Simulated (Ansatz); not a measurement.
A run of Ansatz 0.2.0 is set up as follows.

input.yaml

```yaml
crystal:
  lattice:
    - [0.0, 2.3, 2.3]
    - [2.3, 0.0, 2.3]
    - [2.3, 2.3, 0.0]
  atoms:
    - { symbol: Zr, position: [0.5, 0.5, 0.5] }
    - { symbol: "N", position: [0.0, 0.0, 0.0] }
kpoints:
  mp_grid: { grid: [10, 10, 10] }
scf:
  occupations: { method: fermi_dirac, width: 0.05 }
hamiltonian:
  xc: pbesol
  dispersion: d4
  pseudopotentials: { kind: all_electron, lapw: { basis_error: 0.001 } }
output:
  forces: true
  stress: true
relax:
  f_tol: 0.005
  max_steps: 60
  cell: {}
```

Potentials or basis: all-electron LAPW, scalar-relativistic.

Run with:

```sh
$ ansatz run input.yaml --threads 1 --pin off --max-ram 3072MiB --backend cpu --events-out ev --progress --plain --runs-dir out
```

What does it give for the relaxed cell?

a = 3.208 Å, b = 3.208 Å, c = 3.208 Å, α = 60.00°, β = 60.00°, γ = 60.00°.

Estimate the relaxed volume.

11.68 Å³/atom.

Estimate the space group after relaxing (to 0.05 Å).

Fm-3m (No. 225).

Final structure:
```
CELL_PARAMETERS angstrom
0.00000 2.26871 2.26871
2.26871 0.00000 2.26871
2.26871 2.26871 0.00000
ATOMIC_POSITIONS crystal
Zr 0.50000 0.50000 0.50000
N 0.00000 0.00000 0.00000
```
